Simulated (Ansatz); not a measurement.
# Y2NF2 MXene monolayer in a perpendicular field, part 2 of 2

Aim: how the Y2NF2 MXene monolayer screens a field along its normal, and what the field does to its bands. A positive field points along +c.

Ansatz 0.2.0; plane-wave DFT, PBE-D3(BJ), Ansatz PAW (set soft_1); PAW set soft_1.

So far. Step 2 (Relaxing the slab): The lattice constant a goes from 3.406 to 3.442 Å.

## 3. Atoms held, field 0

A sawtooth potential applies the field, turning back in the middle of the vacuum. With the dipole correction the typed value is the field outside the slab. The induced dipole is small, so the SCF threshold is tight.

The cell differs from the one that the last finished run ended in (c 40.995 → 23.172 Å).

input.yaml

```yaml
crystal:
  lattice:
    - [3.4418113798, 0.0, 0.0]
    - [-1.7209056899, 2.9806960899, 0.0]
    - [0.0, 0.0, 23.1724746347]
  atoms:
    - { symbol: F, position: [0.3333333333, 0.6666666667, 0.3883918374] }
    - { symbol: "Y", position: [0.6666666667, 0.3333333333, 0.4425827416] }
    - { symbol: "N", position: [0.0, 0.0, 0.5] }
    - { symbol: "Y", position: [0.3333333333, 0.6666666667, 0.5574172584] }
    - { symbol: F, position: [0.6666666667, 0.3333333333, 0.6116081626] }
kpoints:
  mp_grid: { grid: [18, 18, 1] }
  band_path:
    path: [[0, 0, 0], [0.5, 0, 0], [0.33333333, 0.33333333, 0], [0, 0, 0]]
    npoints: 16
hamiltonian:
  xc: pbe
  dispersion: d3bj
  pseudopotentials: { kind: paw, azcp: { folder: soft_1 } }
scf:
  occupations: { method: fermi_dirac, width: 0.02585 }
  convergence: { dr2_threshold: 1.0e-10 }
efield:
  axis: 3
  dipole_correction: true
  ramp_position: 0.97
  ramp_width: 0.06
  amplitude: 0
output:
  dos: { projected: true, e_range: [-6, 5] }
  write_potential: true
  write_density: true
  volumetric_format: npy
  elf: true
```

On the command line:

```bash
> ansatz run input.yaml --threads 2 --pin off --max-ram 3072MiB --backend cpu --events-out ev --progress --plain --runs-dir out
```

Numbers of over 12 decimals in the logs are rounded to 6 here.

What it wrote:

```text
[...]
Crystal: 5 atoms, lattice volume = 237.726 Å³
Basis set: ecut = 420 eV, 4601 PW (Γ)
Bands: 26, of which v1, the nominal top of the filled ones, is band 21 counted from 1 (20 counted from 0)
Symmetry: 6 space group operations
k-points: 37 of 324 (time reversal used)
[...]
SCF iter   1: F=—  HF=-9712.088510 eV  |F-HF|=—  |Δ(HF+E_count)|=         —  Δρ=7.03e-2  dr2=1.76e1  ethr=3.10e-3  p=-0.000 e·Å  D=-1.75e-14 V/Å  ΔV_dip=0.00 eV  dr2_dipole=2.64e-8  V_vac-E_F(+/−)=7.14/7.14 eV  ⟨swp⟩=8.6  Hψ=5263  notcnv=0
efield: sawtooth ramp at fractional position 0.9700 (set: `efield.ramp_position`, or a place that a band, a saddle search or an elastic batch's reference lends), width 0.0600; the density the first Hamiltonian is built on has a dipole p = -0.000 e·Å; the dipole correction subtracts the counter field D = -1.75e-14 V/Å, which shifts the + side's vacuum level by +0.00 eV against the − side's; the planar-averaged density in the ramp window peaks in size at 6.7e-7 e/Å³
[...]
SCF iter   2: F=—  HF=-9715.196945 eV  |F-HF|=—  |Δ(HF+E_count)|=    3.11e0  Δρ=1.23e-1  dr2=3.96e1  ethr=3.10e-3  p=-0.000 e·Å  D=-8.23e-5 V/Å  ΔV_dip=0.00 eV  dr2_dipole=3.08e-7  V_vac-E_F(+/−)=1.14/1.14 eV  ⟨swp⟩=9.0  Hψ=3806  notcnv=0  defer=52  recentre
[...]
SCF iter  12: F=-9707.403859 eV  HF=-9707.403859 eV  |F-HF|=2.73e-11  |Δ(HF+E_count)|=  5.44e-10  Δρ=1.77e-7  dr2=6.11e-11  ethr=1.00e-12  p=-0.000 e·Å  D=-1.70e-7 V/Å  ΔV_dip=0.00 eV  dr2_dipole=1.53e-13  V_vac-E_F(+/−)=3.17/3.17 eV  ⟨swp⟩=15.7  Hψ=4860  notcnv=0
SCF 1 converged in 12 iterations: F = -9707.403859 eV  dr2 = 6.11e-11
[...]
NSCF: frozen V_eff on 49 k-points
efield: sawtooth ramp at fractional position 0.9700 (kept from the solve that this one continues, or follows in the run), width 0.0600; the density the first Hamiltonian is built on has a dipole p = -0.000 e·Å; the dipole correction subtracts the counter field D = -1.70e-7 V/Å, which shifts the + side's vacuum level by +0.00 eV against the − side's; the planar-averaged density in the ramp window peaks in size at 7.7e-7 e/Å³
[...]
SCF converged after 12 iterations
Free energy (F): -9707.403859 eV
[...]
Internal energy: -9707.400381 eV  (E = F + TS)
E sigma→0 (E₀):  -9707.402120 eV
Entropy (-TS):   -0.003478 eV (-0.696 meV/atom)
Fermi energy:    1.507274 eV
Dipole field:    D = 0.000000 V/Å  (p = 0.000000 e·Å, saw-weighted, corrected)
Work function:   Φ+ = 3.1672 eV   Φ− = 3.1673 eV
Levels:          The Fermi level and band energies are counted from a zero that moves with the ramp; work functions are not
[...]
--- Band table (eV; the first three rows and the last of 37) ---
  k-point 0: bands = [... 17 lower, -3.0270, -2.1041, -2.1041, 2.6315, 2.8937, 2.8937, 2.9029, 3.2971, ... 1 higher]
  k-point 1: bands = [... 17 lower, -2.9981, -2.1678, -2.1109, 2.7073, 2.7303, 2.9241, 2.9546, 3.3784, ... 1 higher]
  k-point 2: bands = [... 17 lower, -2.9227, -2.3296, -2.1282, 2.3592, 2.8718, 3.0854, 3.1345, 3.4978, ... 1 higher]
  k-point 36: bands = [... 17 lower, -2.8500, -2.8500, -2.4296, 2.7990, 3.2423, 3.2423, 4.3690, 5.4665, ... 1 higher]
```

It took 23 s on 2 threads of Arm Neoverse V1, shared host; peak memory 0.57 GiB.

The column dr2 measures how far the density is from self-consistency, as an energy; F and HF (Harris–Foulkes) agree once it is small.

This step gave:

```
energy at zero smearing   : -9707.4021 eV
work function, upper face : 3.167 eV
dipole along the normal   : 4.10e-7 e·Å
```

Running mean over a fixed 2.8 Å (it still follows the layers) of the planar mean; the ramp of the sawtooth is left out. The electron's electrostatic potential energy less the Fermi level by z:

z (Å), electron's electrostatic potential energy less the Fermi level (eV) and a bar from the least value:
```
        3        3.2 ##############################
        4        3.2 ##############################
        5        3.2 ##############################
        6        3.2 ##############################
        7        3.0 ##############################
        8        0.2 #######################
        9       -5.5 ##########
       10       -9.8 #
       11      -10.0 
       12      -10.0 
       13      -10.0 
       14       -6.6 ########
       15       -0.5 ######################
       16        2.8 #############################
       17        3.2 ##############################
       18        3.2 ##############################
       19        3.2 ##############################
       20        3.2 ##############################
```

The density of states has structure finer than the step of the table below, so its rows give means over 0.25 eV, whole bins alone (the curve runs from -6 to 1.99 eV). Peaks (eV: height): -4.460: 9.93, -4.290: 6.15, -4.150: 8.03, -4.070: 9.37, -3.930: 13.5, -3.680: 11.6, 1.420: 3.06.

Table of density of states by energy, zero at the Fermi level; means over each step:

energy (eV), density of states (states/eV a cell) and a bar:
```
    -4.75        0.0 
    -4.50        6.0 #######################
    -4.25        4.1 ################
    -4.00        7.8 ##############################
    -3.75        5.7 ######################
    -3.50        0.2 #
    -3.25        0.0 
    -3.00        0.0 
    -2.75        0.0 
    -2.50        0.0 
    -2.25        0.0 
    -2.00        0.0 
    -1.75        0.0 
    -1.50        0.0 
    -1.25        0.0 
    -1.00        0.4 ##
    -0.75        0.9 ####
    -0.50        1.0 ####
    -0.25        1.0 ####
     0.00        1.1 ####
     0.25        1.4 #####
     0.50        0.9 ####
     0.75        0.8 ###
     1.00        1.4 #####
     1.25        1.9 #######
     1.50        2.0 ########
     1.75        1.8 #######
```

Projected DOS per atom over height of the atomic layer and energy from the Fermi level. Layers: F Y N Y F from below.

Ten even steps from '_' (0.00 states/eV) to '@' (4.88 states/eV), each cell a mean:
```
__..__..__
__..__..__
__..__..__
__________
__..__..__
__________
__________
__________
__________
__________
__________
__________
__________
__________
__________
____==____
__..@@..__
__..**..__
__________
__________
__________
__________
```
Columns: height of the atomic layer (Å) from 9 to 14.2; rows upwards: energy from the Fermi level (eV) from -5.96 to 1.96.

The electronic bands at the labelled points (eV, zero at the Fermi level):

```
  point  band 17  band 18  band 19  band 20  band 21  band 22  band 23  band 24
      Γ    -7.27    -4.53    -3.61    -3.61     1.12     1.39     1.39     1.40
halfway    -7.25    -4.32    -4.16    -3.68    -0.15     1.74     2.31     2.52
      M    -7.11    -4.57    -3.93    -3.66    -1.02     2.27     3.38     3.66
halfway    -7.09    -4.52    -4.01    -3.93    -0.22     2.47     2.55     2.97
      K    -7.08    -4.36    -4.36    -3.94     1.29     1.74     1.74     2.86
halfway    -7.20    -4.31    -4.13    -3.86     0.39     0.75     2.69     2.77
      Γ    -7.27    -4.53    -3.61    -3.61     1.12     1.39     1.39     1.40
```

Valence density in the ca plane at fractional y = 0.333, with atoms of Y and F within 0.2 Å of it. It is the smooth field of the valence electrons, not physical close to the nuclei.

Values in units of 1e0 e/Å³, 5 rows by 16 columns, each cell a mean:
```
0.0 0.0 0.0 0.0 0.0 0.0 0.0 0.1 1.6 0.8 0.2 0.2 1.4 0.3 0.0 0.0
0.0 0.0 0.0 0.0 0.0 0.0 0.0 0.3 3.0 1.8 0.1 0.3 7.5 1.4 0.0 0.0
0.0 0.0 0.0 0.0 0.0 0.0 0.0 0.2 1.7 0.8 0.1 0.2 1.6 0.4 0.0 0.0
0.0 0.0 0.0 0.0 0.0 0.0 0.0 0.2 0.2 0.3 0.3 0.3 0.1 0.0 0.0 0.0
0.0 0.0 0.0 0.0 0.0 0.0 0.0 0.2 0.2 0.3 0.3 0.4 0.1 0.0 0.0 0.0
```
Columns run along c (16.0 Å, from fractional 0.07 to 0.76 of the cell), rows up along a (3.4 Å). Atoms in or near the plane, at fractional coordinates: Y at (0.44, 0.67), F at (0.61, 0.67).

ELF in the ca plane at fractional y = 0.333, with atoms of Y and F within 0.2 Å of it. It is the smooth field of the valence electrons, not physical close to the nuclei.

Values, 5 rows by 16 columns, each cell a mean:
```
0.00 0.00 0.00 0.00 0.00 0.04 0.22 0.72 0.30 0.18 0.19 0.68 0.36 0.02 0.00 0.00
0.00 0.00 0.00 0.00 0.00 0.01 0.46 0.68 0.50 0.18 0.41 0.69 0.55 0.04 0.00 0.00
0.00 0.00 0.00 0.00 0.00 0.03 0.23 0.74 0.31 0.18 0.21 0.70 0.38 0.03 0.00 0.00
0.00 0.00 0.00 0.00 0.02 0.22 0.28 0.13 0.44 0.25 0.24 0.11 0.06 0.00 0.00 0.00
0.00 0.00 0.00 0.00 0.02 0.23 0.30 0.11 0.46 0.26 0.26 0.09 0.04 0.00 0.00 0.00
```
Columns run along c (16.0 Å, from fractional 0.13 to 0.82 of the cell), rows up along a (3.4 Å). Atoms in or near the plane, at fractional coordinates: Y at (0.44, 0.67), F at (0.61, 0.67).

Electrostatic potential energy in the ca plane at fractional y = 0.333, with atoms of Y and F within 0.2 Å of it. With pseudopotentials it is smooth inside the atoms' cores, unlike the true potential.

Ten even steps from '0' (-45 eV) to '9' (5 eV), each cell a mean:
```
99999999999999999875346899888888999999999999
99999999999999999851002689998852499999999999
99999999999999998730000589999710079999999999
99999999999999998730000689999820189999999999
99999999999999999862014789988876799999999999
99999999999999999987668899887889999999999999
99999999999999999998889998866789999999999999
99999999999999999999899998766788999999999999
99999999999999999988888998877789999999999999
```
Columns run along c (16.0 Å, from fractional 0.13 to 0.82 of the cell; values clipped at the 3rd and 97th percentile), rows up along a (3.4 Å). Atoms in or near the plane, at fractional coordinates: Y at (0.44, 0.67), F at (0.61, 0.67).

The work function of the upper face is 3.17 eV.

## 4. Atoms held, field 0.1 V/Å

input.yaml, as its differences from that of step 3:

```diff
@@ -26,7 +26,6 @@
   dipole_correction: true
-  ramp_position: 0.97
-  ramp_width: 0.06
-  amplitude: 0
+  ramp_position: 0.9285
+  ramp_width: 0.1429
+  amplitude: 0.1
 output:
-  dos: { projected: true, e_range: [-6, 5] }
   write_potential: true
@@ -34,2 +33 @@
   volumetric_format: npy
-  elf: true
```

What it wrote:

```text
[...]
Crystal: 5 atoms, lattice volume = 237.726 Å³
Basis set: ecut = 420 eV, 4601 PW (Γ)
Bands: 26, of which v1, the nominal top of the filled ones, is band 21 counted from 1 (20 counted from 0)
Symmetry: 6 space group operations
k-points: 37 of 324 (time reversal used)
[...]
k-point 0: bands = [... 17 lower, -3.0271, -2.1043, -2.1043, 2.6186, 2.8934, 2.8934, 2.9012, 3.2979, ... 1 higher]
  k-point 1: bands = [... 17 lower, -2.9981, -2.1680, -2.1111, 2.6933, 2.7313, 2.9215, 2.9544, 3.3794, ... 1 higher]
  k-point 2: bands = [... 17 lower, -2.9228, -2.3297, -2.1283, 2.3586, 2.8662, 3.0701, 3.1343, 3.5054, ... 1 higher]
  k-point 36: bands = [... 17 lower, -2.8502, -2.8501, -2.4297, 2.7986, 3.2418, 3.2424, 4.3690, 5.4507, ... 1 higher]
[key lines of the parts left out:]
SCF converged after 14 iterations
Free energy (F): -9707.405351 eV
Fermi energy:    1.507056 eV
Dipole field:    D = 0.022715 V/Å  (p = 0.029842 e·Å, saw-weighted, corrected)
```

The job ended after 24 s (2 threads; peak memory 0.54 GiB).

The dipole is 0.0298 e·Å.

## 5. Single point, field -0.1 V/Å

input.yaml, as its differences from that of step 4:

```diff
@@ -28,3 +28,3 @@
   ramp_width: 0.1429
-  amplitude: 0.1
+  amplitude: -0.1
 output:
```

What it wrote:

```text
[...]
Crystal: 5 atoms, lattice volume = 237.726 Å³
Basis set: ecut = 420 eV, 4601 PW (Γ)
Bands: 26, of which v1, the nominal top of the filled ones, is band 21 counted from 1 (20 counted from 0)
Symmetry: 6 space group operations
k-points: 37 of 324 (time reversal used)
[...]
k-point 0: bands = [... 17 lower, -3.0272, -2.1045, -2.1045, 2.6184, 2.8933, 2.8933, 2.9010, 3.2977, ... 1 higher]
  k-point 1: bands = [... 17 lower, -2.9983, -2.1682, -2.1113, 2.6931, 2.7311, 2.9214, 2.9542, 3.3792, ... 1 higher]
  k-point 2: bands = [... 17 lower, -2.9230, -2.3299, -2.1285, 2.3585, 2.8661, 3.0699, 3.1341, 3.5052, ... 1 higher]
  k-point 36: bands = [... 17 lower, -2.8504, -2.8503, -2.4299, 2.7984, 3.2416, 3.2422, 4.3688, 5.4505, ... 1 higher]
[key lines of the parts left out:]
SCF converged after 14 iterations
Free energy (F): -9707.405351 eV
Fermi energy:    1.506877 eV
Dipole field:    D = -0.022715 V/Å  (p = -0.029842 e·Å, saw-weighted, corrected)
```

It took 24 s on 2 threads; peak memory 0.54 GiB; 48 s of CPU time.

The dipole is -0.0298 e·Å.

## 6. Response, atoms held

This step: plane-wave DFT, PBE-D3(BJ), Ansatz PAW (set soft_1); response to a field along the normal, atoms held; PAW set soft_1 (Ansatz 0.2.0).

The dipoles give the slope, and the difference of two potentials shows where the field is screened.

This step gave:

```yaml
equivalent_conductor_thickness_p_eps_0ae: 5.264 Å
distance_between_the_outer_atoms: 5.172 Å
```

The dipole of the cell by applied field:

```
applied field (V/Å)  dipole of the cell (e·Å)
            -0.1000                   -0.0298
             0.0000                    4.1e-7
             0.1000                    0.0298
```

Local field over the applied field, running mean. From the potentials at -0.1 and 0.1 V/Å; running mean over 2.5 Å. The local field over applied field by z:

```
z (Å)  local field over applied field
  4.5                           1.000
  5.0                           1.000
  5.5                           0.999
  6.0                           0.996
  6.5                           0.985
  7.0                           0.950
  7.5                           0.872
  8.0                           0.759
  8.5                           0.620
  9.0                           0.471
  9.5                           0.326
 10.0                           0.210
 10.5                           0.124
 11.0                          0.0682
 11.5                          0.0425
 12.0                          0.0556
 12.5                           0.101
 13.0                           0.177
 13.5                           0.282
 14.0                           0.420
 14.5                           0.570
 15.0                           0.713
 15.5                           0.837
 16.0                           0.928
 16.5                           0.977
 17.0                           0.993
 17.5                           0.998
 18.0                           1.000
 18.5                           1.000
 19.0                           1.000
```

The induced electron density oscillates, so the rows of the table below give means over windows of 0.5 Å about each position, cut where the curve ends. Its maxima inside the range that stand out by 2 % of the span (Å: e/Å³ per V/Å): 8.40: 0.00294, 9.12: 0.00205, 10.28: 0.00131, 13.47: -8.1e-4, 14.34: -0.00131. Its minima: 8.83: 0.00131, 9.70: 8.1e-4, 12.89: -0.00131, 14.05: -0.00205, 14.77: -0.00294.

Electrons, planar mean, per unit field. The induced electron density by z; means over each step:

```
z (Å)  induced electron density (e/Å³ per V/Å)
  4.5                                   2.3e-7
  5.0                                   9.6e-7
  5.5                                   3.9e-6
  6.0                                   1.6e-5
  6.5                                   6.3e-5
  7.0                                   2.2e-4
  7.5                                   7.4e-4
  8.0                                  0.00193
  8.5                                  0.00251
  9.0                                  0.00170
  9.5                                  0.00116
 10.0                                  0.00106
 10.5                                   1.0e-3
 11.0                                   5.9e-4
 11.5                                   5.5e-5
 12.0                                  -4.0e-4
 12.5                                  -8.2e-4
 13.0                                 -0.00117
 13.5                                  -9.3e-4
 14.0                                 -0.00172
 14.5                                 -0.00206
 15.0                                 -0.00240
 15.5                                 -0.00107
 16.0                                  -3.5e-4
 16.5                                  -9.8e-5
 17.0                                  -2.6e-5
 17.5                                  -6.3e-6
 18.0                                  -1.6e-6
 18.5                                  -3.7e-7
 19.0                                  -1.1e-7
```

By hand: between -0.1 and 0.1 V/Å the dipole changes by 0.05968 e·Å, a slope of 0.2984 e·Å²/V. A perfect conductor of thickness t has p = ε₀AEt, so t = 180.95 × 0.2984 / 10.259 = 5.26 Å (e/ε₀ = 180.95 V·Å, A in Å²).

The induced dipole is that of a conductor 5.26 Å thick.

## 7. Results

```yaml
gap_without_field: none
work_function_upper_face: 3.17 eV
equivalent_conductor_thickness_atoms_held: 5.26 Å
```

In words: The induced dipole equals that of a perfect conductor 5.26 Å thick, while the outer atoms lie 5.17 Å apart. There is no gap over 0.03 eV, with or without the field. The first relaxation ran with spin and lost its moment, and the later runs have none; other magnetic states were not tried. Spin-orbit coupling is left out. The MXene's terminations sit over the metal atoms of its far layer; the site over carbon or nitrogen, which some compounds prefer, was not run.

[Logs are printed without paths, hosts, clocks, repeated set-up lines and the standing remarks that a program may print on its own settings, such as how far it seeks lower states.]

[Hosts, paths, dates, database ids (printed as entryN), source tags and the programs' standing remarks are cut or masked in the printed files.]

[Maps of the electrostatic potential energy from Ansatz leave out the sawtooth potential of an applied field or a dipole correction, so their vacuum need not be flat; planar profiles and work functions include it.]

[The density of states shown here was stored with 400 of the rows of the run's finer table, so its peaks can read low, often by over a quarter, or be missed, and its means over a window can be off by a tenth or more.]
